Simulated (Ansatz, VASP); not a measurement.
**One calculation of Rh, two programs**

```xyz
1
Lattice="2.4581 0.0000 0.0000 0.0000 2.4581 0.0000 0.0000 0.0000 2.4581" Properties=species:S:1:pos:R:3 pbc="T T T"
Rh    0.0000    0.0000    0.0000
```

The cell was built by a generator and needn't be a form met in nature.

Alike in both runs: task relaxation of cell and atoms; functional r2SCAN; k mesh 13 × 13 × 13; occupations fermi-dirac, width 0.05 eV; collinear spin.

```csv
,VASP,Ansatz
version,VASP 6.6.1,Ansatz 0.2.0
potentials or method,"VASP PAW PBE potentials, release 64 (Rh_pv)","plane waves (500 eV) with PAW, scalar-relativistic"
plane-wave cutoff (eV),600,500
valence electrons in the cell,15,17
```

Ansatz gave:

```
net moment per atom (μB)                                     : 0.00
relaxed volume (Å³/atom)                                     : 15.86
relaxed cell length with the largest relative difference (Å) : 2.512
energy change over the relaxation (meV/atom)                 : -47
```

Question: What did VASP give for the same quantities?

Answer: net moment per atom (μB): 0.00; relaxed volume (Å³/atom): 15.94; relaxed cell length with the largest relative difference (Å): 2.517; energy change over the relaxation (meV/atom): -53.

The two sets of potentials don't hold the same shells in valence. Ansatz warned: «seeded_moment_not_kept».

Caveats: the PAW data sets were made with another functional, which shifts forces and pressure a little (VASP).
